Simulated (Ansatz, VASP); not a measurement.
**One calculation of ZnS, two programs**

Contents of INCAR:

```
SYSTEM = ZnS
PREC     = Accurate       ! precision mode
ENCUT    = 520            ! plane-wave cutoff, eV
EDIFF    = 1E-6           ! SCF threshold, eV
ISMEAR   = 0              ! smearing method
SIGMA    = 0.01           ! smearing width, eV
LREAL    = .FALSE.        ! projectors in reciprocal space
LASPH    = .TRUE.         ! aspherical terms in the spheres
NELM     = 60             ! most SCF steps
ALGO     = Normal         ! electronic algorithm
ISIF     = 2              ! what is computed and relaxed
LWAVE    = .FALSE.        ! write WAVECAR
LCHARG   = .FALSE.        ! write CHGCAR
GGA      = CA             ! functional
NBANDS   = 26             ! bands
```

Contents of KPOINTS:

```
regular mesh
0
G
  9 9 6
  0 0 0
```

POSCAR

```
ZnS
1.0
    3.7381765707      0.0000000000      0.0000000000
   -1.8690882854      3.2373558741      0.0000000000
    0.0000000000      0.0000000000      6.1427593467
Zn S
2 2
Direct
    0.3333333333      0.6666666667     -0.0467277822
    0.6666666667      0.3333333333      0.4532722178
    0.3333333333      0.6666666667      0.4217277822
    0.6666666667      0.3333333333      0.9217277822
```

Input for Ansatz:

```yaml
crystal:
  lattice:
    - [3.7381765707, 0.0, 0.0]
    - [-1.8690882854, 3.2373558741, 0.0]
    - [0.0, 0.0, 6.1427593467]
  atoms:
    - { symbol: Zn, position: [0.3333333333, 0.6666666667, -0.0467277822] }
    - { symbol: Zn, position: [0.6666666667, 0.3333333333, 0.4532722178] }
    - { symbol: S, position: [0.3333333333, 0.6666666667, 0.4217277822] }
    - { symbol: S, position: [0.6666666667, 0.3333333333, 0.9217277822] }
basis:
  ecutwfc: 420
  xc_grid: 2
kpoints:
  mp_grid: { grid: [9, 9, 6] }
hamiltonian:
  xc: lda
  pseudopotentials: { kind: paw, azcp: { folder: soft_1 } }
scf:
  occupations: { method: fixed }
output:
  forces: true
  stress: true
  eigenvalues: true
  polarization: {}
```

Change from the starting cell: polar distortion scaled by 0.25.

Alike in both runs: task single point; functional LDA; k mesh 9 × 9 × 6; no spin polarisation.

|  | VASP | Ansatz |
| --- | --- | --- |
| version | VASP 6.6.1 | Ansatz 0.2.0 |
| potentials or method | VASP PAW LDA potentials, release 64 (Zn, S) | scalar-relativistic, plane waves, PAW |
| plane-wave cutoff (eV) | 520 | 420 |
| occupations | gaussian, width 0.01 eV | fixed |
| valence electrons in the cell | 36 | 36 |

VASP gave:

```
gap on the k mesh at the Fermi level (eV)       : 2.59
least direct gap on the mesh (eV)               : 2.59
pressure (GPa)                                  : 6.1
largest component of the traceless stress (GPa) : 7.59
rms of the force components (eV/Å)              : 0.331
```

Which values does Ansatz return?

gap on the k mesh at the Fermi level (eV): 2.55; least direct gap on the mesh (eV): 2.55; pressure (GPa): 5.8; largest component of the traceless stress (GPa): 7.34; rms of the force components (eV/Å): 0.327.

Atom by atom the forces differ by 0.004 eV/Å (rms over components). Ansatz warned: «pseudo_functional_mismatch».

Caveats: an odd mesh through Γ misses points on the zone boundary, where band edges often lie.
